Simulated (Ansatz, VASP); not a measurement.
## One calculation of BN, two programs

File INCAR:

```
SYSTEM = BN
ALGO = Normal
EDIFF = 1E-6
ENCUT = 520
GGA = PE
ISIF = 2
ISMEAR = -1
LASPH = .TRUE.
LCHARG = .FALSE.
LREAL = .FALSE.
LWAVE = .FALSE.
NBANDS = 16
NELM = 60
PREC = Accurate
SIGMA = 0.02
```

File KPOINTS:

```
k-points
0
G
  12 12 4
  0 0 0
```

The input POSCAR:

```
BN
1.0
    2.5002145576      0.0000000000      0.0000000000
   -1.2501072788      2.1652493218      0.0000000000
    0.0000000000      0.0000000000      6.5052999340
B N
2 2
Direct
    0.0000000000      0.0000000000      0.5000000000
    0.3333333333      0.6666666667      0.0000000000
    0.0000000000      0.0000000000      0.0000000000
    0.6666666667      0.3333333333      0.5000000000
```

Input for Ansatz:

```yaml
crystal:
  lattice:
    - [2.5002145576, 0.0, 0.0]
    - [-1.2501072788, 2.1652493218, 0.0]
    - [0.0, 0.0, 6.505299934]
  atoms:
    - { symbol: B, position: [0.0, 0.0, 0.5] }
    - { symbol: B, position: [0.3333333333, 0.6666666667, 0.0] }
    - { symbol: "N", position: [0.0, 0.0, 0.0] }
    - { symbol: "N", position: [0.6666666667, 0.3333333333, 0.5] }
kpoints:
  mp_grid: { grid: [12, 12, 4] }
  band_path:
    path:
      - [[0.0, 0.0, 0.0], [0.5, 2.079199011717e-17, 0.0], [0.3333333333333, 0.3333333333333, 0.0], [0.0, 0.0, 0.0], [0.0, 0.0, 0.5], [0.5, 2.079199011717e-17, 0.5], [0.3333333333333, 0.3333333333333, 0.5], [0.0, 0.0, 0.5]]
      - [[0.5, 2.079199011717e-17, 0.5], [0.5, 2.079199011717e-17, 0.0]]
      - [[0.3333333333333, 0.3333333333333, 0.5], [0.3333333333333, 0.3333333333333, 0.0]]
    npoints: 10
hamiltonian:
  xc: pbe
scf:
  occupations: { method: fermi_dirac, width: 0.02 }
  n_extra_bands: 5
output:
  forces: true
  stress: true
  eigenvalues: true
```

Measurements of this composition are mostly on another form, of space group No. 194.

Alike in both runs: task single point; functional PBE; k mesh 12 × 12 × 4; occupations fermi-dirac, width 0.02 eV; no spin polarisation.

```csv
,VASP,Ansatz
version,VASP 6.6.1,Ansatz 0.2.0
potentials or method,"VASP PAW PBE potentials, release 64 (B, N)","plane waves, PAW"
plane-wave cutoff (eV),520,420
valence electrons in the cell,16,16
```

Ansatz gave:

| Property | Result |
| --- | --- |
| gap on the k mesh at the Fermi level (eV) | 4.36 |
| pressure (GPa) | 4.7 |
| largest component of the traceless stress (GPa) | 1.07 |

Problem. What did VASP give for the same quantities?

Solution. gap on the k mesh at the Fermi level (eV): 4.35; pressure (GPa): 4.8; largest component of the traceless stress (GPa): 1.27.

Caveats: this functional lacks dispersion, which binds the layers, so the pressure and a relaxed spacing across them are unreliable. Expect the measured gap to be larger: semilocal functionals such as PBE lack the derivative discontinuity. A k mesh can miss the band edges.
